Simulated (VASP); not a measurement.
Crystal: Ge.

```xyz
12
Lattice="5.9300 0.0000 0.0000 0.0000 5.9300 0.0000 0.0000 0.0000 6.9800" Properties=species:S:1:pos:R:3 pbc="T T T"
Ge    2.2237    0.9885    5.2350
Ge    1.9765    5.1887    3.4900
Ge    3.7062    4.9415    1.7450
Ge    3.9535    0.7412    0.0000
Ge    5.1887    1.9765    3.4900
Ge    4.9415    3.7062    5.2350
Ge    0.7412    3.9535    0.0000
Ge    0.9885    2.2237    1.7450
Ge    3.4097    2.5202    1.7450
Ge    5.4852    5.4852    3.4900
Ge    2.5202    3.4097    5.2350
Ge    0.4447    0.4447    0.0000
```

This isn't the form of Ge at room conditions, which is diamond.

```yaml
Program: VASP 6.6.1
Task: relaxation of cell and atoms
Functional: RPBE
Dispersion: D3
Potentials_or_basis: VASP PAW PBE potentials, release 64 (Ge_d)
Cutoff: 600 eV
k_mesh: 4 × 4 × 3
Occupations: fermi-dirac, width 0.05 eV
Spin: no spin polarisation
```

At the start: pressure 4.3 GPa; volume 20.45 Å³/atom.

**Question.** How do energy, volume and symmetry change on relaxing?

**Answer.** Over 19 steps the energy falls by 31.1 meV/atom and the volume is 21.70 Å³/atom (+6.1 %); space group P4_32_12 (No. 96, to 0.05 Å).

Step by step:
| step | energy change (eV) | largest force (eV/Å) | pressure (GPa) | volume (Å³) |
| --- | --- | --- | --- | --- |
| 1 | 0.0000 | 0.9399 | 4.32 | 245.45 |
| 2 | -0.2992 | 0.2070 | -1.07 | 265.57 |
| 3 | -0.3077 | 0.2896 | -0.63 | 262.51 |
| 4 | -0.3076 | 0.3028 | -0.44 | 262.08 |
| 5 | -0.3462 | 0.1658 | -0.13 | 260.96 |
| 6 | -0.3640 | 0.0945 | 0.33 | 259.48 |
| 7 | -0.3680 | 0.0330 | -0.03 | 261.24 |
| 8 | -0.3680 | 0.0367 | -0.07 | 261.13 |
| 9 | -0.3681 | 0.0388 | -0.05 | 261.05 |
| 10 | -0.3691 | 0.0295 | -0.01 | 260.93 |
| 11 | -0.3706 | 0.0394 | 0.05 | 260.69 |
| 12 | -0.3706 | 0.0665 | 0.12 | 260.20 |
| 13 | -0.3711 | 0.0535 | 0.01 | 260.48 |
| 14 | -0.3721 | 0.0175 | 0.02 | 260.45 |
| 15 | -0.3722 | 0.0192 | -0.01 | 260.44 |
| 16 | -0.3723 | 0.0214 | 0.06 | 260.44 |
| 17 | -0.3726 | 0.0120 | -0.11 | 260.87 |
| 18 | -0.3726 | 0.0123 | -0.07 | 260.77 |
| 19 | -0.3727 | 0.0091 | 0.03 | 260.37 |

Final structure:
```xyz
12
Lattice="6.0232 0.0000 0.0000 0.0000 6.0232 0.0000 0.0000 0.0000 7.1769" Properties=species:S:1:pos:R:3 pbc="T T T"
Ge    2.2354    1.0217    5.3885
Ge    1.9900    5.2470    3.5943
Ge    3.7879    5.0016    1.8001
Ge    4.0333    0.7762    0.0059
Ge    5.2470    1.9900    3.5825
Ge    5.0016    3.7879    5.3767
Ge    0.7762    4.0333    7.1709
Ge    1.0217    2.2354    1.7883
Ge    3.5328    2.4904    1.7942
Ge    5.5020    5.5020    3.5884
Ge    2.4904    3.5328    5.3826
Ge    0.5212    0.5212    7.1769
```

Caveat: the PAW data sets were made with another functional, which shifts forces and pressure a little.
